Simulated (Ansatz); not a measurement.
**Bi$_{2}$Se$_{3}$: one atom moved along a line**

All numbers below come from DFT PBEsol, scalar-relativistic, plane waves, PAW (Ansatz). Cutoff 420 eV, Γ-centred 12×12×12 k-points, Gaussian smearing of 0.03 eV. Spin–orbit coupling is left out, which can shift energies with elements as heavy as these. No spin polarisation. Energies are free energies at this smearing, counted from the undisturbed cell; pressure is positive in compression.

The starting cell (as given, not relaxed at this level; it stands at -0.3 GPa):

```
CELL_PARAMETERS angstrom
2.07150 1.19598 9.54533
-2.07150 1.19598 9.54533
0.00000 -2.39196 9.54533
ATOMIC_POSITIONS crystal
Bi 0.40080 0.40080 0.40080
Bi 0.59920 0.59920 0.59920
Se 0.00000 0.00000 0.00000
Se 0.21170 0.21170 0.21170
Se 0.78830 0.78830 0.78830
```

Atom 1 (Bi) is moved by x along the Cartesian unit vector (-0.727, -0.420, 0.544); the cell and all other atoms stay fixed.

```tsv
x (Å)	ΔE (meV/cell)
-0.6000	870.8
-0.4800	495.5
-0.3600	253.7
-0.2400	103.2
-0.1200	21.2
0.0000	0.0
0.2400	175.1
0.3600	424.2
0.4800	847.3
0.6000	1534.1
```

(1) Predict the force along x on the moved atoms (eV/Å) at each point.

Results:

(1)
| x (Å) | force along x on the moved atoms (eV/Å) |
| --- | --- |
| -0.6000 | 3.85 |
| -0.4800 | 2.50 |
| -0.3600 | 1.59 |
| -0.2400 | 0.95 |
| -0.1200 | 0.43 |
| 0.0000 | -0.08 |
| 0.2400 | -1.52 |
| 0.3600 | -2.71 |
| 0.4800 | -4.47 |
| 0.6000 | -7.18 |